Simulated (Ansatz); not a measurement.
Clean, relaxed (010) surface of HfSi$_{2}$, space group Cmcm (No. 63) (top face towards +c; atoms held fixed, by place in the list: 1, 2, 3, 4, 5, 6):

```yaml
crystal:
  lattice:
    - [3.63610, 0.00000, 0.00000]
    - [0.00000, 3.65000, 0.00000]
    - [0.00000, 0.00000, 31.35130]
  atoms:
    - { symbol: Si, position: [0.25000, 0.50000, 0.27112] }
    - { symbol: Si, position: [0.75000, 0.00000, 0.27132] }
    - { symbol: Hf, position: [0.75000, 0.50000, 0.33771] }
    - { symbol: Si, position: [0.25000, 0.00000, 0.36036] }
    - { symbol: Si, position: [0.75000, 0.00000, 0.41086] }
    - { symbol: Hf, position: [0.25000, 0.50000, 0.43352] }
    - { symbol: Si, position: [0.25000, 0.00000, 0.49996] }
    - { symbol: Si, position: [0.75000, 0.50000, 0.50015] }
    - { symbol: Hf, position: [0.75000, 0.00000, 0.56634] }
    - { symbol: Si, position: [0.25000, 0.50000, 0.59009] }
    - { symbol: Si, position: [0.75000, 0.50000, 0.64260] }
    - { symbol: Hf, position: [0.25000, 0.00000, 0.66024] }
    - { symbol: Si, position: [0.25000, 0.50000, 0.73025] }
    - { symbol: Si, position: [0.75000, 0.00000, 0.73005] }
```

Level of theory: DFT PBEsol, scalar-relativistic, plane waves, PAW in Ansatz 0.2.0. Settings: cutoff 420 eV, Γ-centred mesh 8×8×1 on the computed 14-atom cell, Gaussian smearing of 0.10 eV; no spin polarisation. The cell repeats along c with a dipole correction in the vacuum.

H (atom) is adsorbed on the top face, one adsorbate per 13.3 Å², and relaxed from 3 starting sites (fractions of a and b). The adsorption energy is E(slab + adsorbate) − E(slab) − E(free adsorbate, spin-polarised where open-shell). Heights count from the highest slab atom after relaxation. Δφ is the top face's. Δp counts per cell along +c. Bonded neighbours lie within 1.25 times the sum of covalent radii (1.35 for H) and, on that scale, within 12 % of the closest. With the adsorbate the cell is lengthened along c to keep the vacuum.

```tsv
start	ends at	E_ads (eV)	height (Å)	shortest contact	Δφ (eV)	Δp (e·Å)
top (Si) at (0.25, 0.50)	(0.25, 0.50), 1 bonded neighbour (Si)	-2.54	1.50	H–Si 1.50 Å	-0.69	+0.050
hollow (Si-Si) at (0.75, 0.50), 1.0 Å under the top layer	(0.75, 0.50), 0 bonded neighbours	-1.69	0.71	H–Si 1.96 Å	-0.55	+0.040
bridge (Si-Si) at (0.50, 0.25)	(0.75, 0.04), 1 bonded neighbour (Si)	-2.61	1.45	H–Si 1.51 Å	-0.58	+0.042
```

Among the sites tried, the lowest end comes from the bridge (Si-Si) at (0.50, 0.25) start; other sites may lie lower.

Each end is the local minimum or symmetric point that its start leads to.

The adsorbed runs have no spin polarisation, so weakly bound open-shell ends lie too high.

Cost: 4 runs of about 51 core-minutes in all, on Intel Xeon 6975P-C (Granite Rapids) (shared hosts).